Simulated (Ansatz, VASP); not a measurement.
**Ga2H in VASP and in Ansatz**

The input INCAR:

```
ALGO = Normal
EDIFF = 1E-7
EDIFFG = -0.01
ENCUT = 600
GGA = PE
IBRION = 2
ISIF = 3
ISMEAR = 0
LASPH = T
LCHARG = F
LREAL = F
LWAVE = F
NELM = 100
NSW = 100
PREC = Accurate
SIGMA = 0.1
```

The input KPOINTS:

```
k-points
0
Gamma
  8 8 8
```

POSCAR

```
Ga2H
1.0
    4.4639500911      0.0000000000      0.0000000000
    0.0000000000      4.4639500911      0.0000000000
    0.0000000000      0.0000000000      4.4639500911
Ga H
4 2
Direct
    0.2500000000      0.2500000000      0.2500000000
    0.7500000000      0.7500000000      0.2500000000
    0.7500000000      0.2500000000      0.7500000000
    0.2500000000      0.7500000000      0.7500000000
    0.0000000000      0.0000000000      0.0000000000
    0.5000000000      0.5000000000      0.5000000000
```

Input for Ansatz:

```yaml
crystal:
  lattice:
    - [4.4639500911, 0.0, 0.0]
    - [0.0, 4.4639500911, 0.0]
    - [0.0, 0.0, 4.4639500911]
  atoms:
    - { symbol: Ga, position: [0.25, 0.25, 0.25] }
    - { symbol: Ga, position: [0.75, 0.75, 0.25] }
    - { symbol: Ga, position: [0.75, 0.25, 0.75] }
    - { symbol: Ga, position: [0.25, 0.75, 0.75] }
    - { symbol: H, position: [0.0, 0.0, 0.0] }
    - { symbol: H, position: [0.5, 0.5, 0.5] }
basis:
  ecutwfc: 420
kpoints:
  mp_grid: { grid: [8, 8, 8] }
hamiltonian:
  xc: pbe
scf:
  occupations: { method: gaussian, width: 0.1 }
output:
  forces: true
  stress: true
  eigenvalues: true
relax:
  adjacent_minimum: "off"
  f_tol: 0.01
  max_steps: 80
  cell: { stress_tol: 0.05 }
```

Alike in both runs: task relaxation of cell and atoms; functional PBE; k mesh 8 × 8 × 8; occupations gaussian, width 0.1 eV; no spin polarisation.

|  | VASP | Ansatz |
| --- | --- | --- |
| version | VASP 6.6.1 | Ansatz 0.2.0 |
| potentials or method | VASP PAW PBE potentials, release 64 (Ga_d, H) | scalar-relativistic, plane waves, PAW |
| plane-wave cutoff (eV) | 600 | 420 |
| valence electrons in the cell | 54 | 54 |

VASP gave:

```
gap on the k mesh at the Fermi level, each at its own relaxed structure (eV) : none
relaxed volume (Å³/atom)                                                     : 15.10
relaxed cell length with the largest relative difference (Å)                 : 4.491
```

Question: What did Ansatz give for the same quantities?

Answer: gap on the k mesh at the Fermi level, each at its own relaxed structure (eV): none; relaxed volume (Å³/atom): 15.08; relaxed cell length with the largest relative difference (Å): 4.489.

A gap of «none» marks a metal or a gap that the smearing closes.
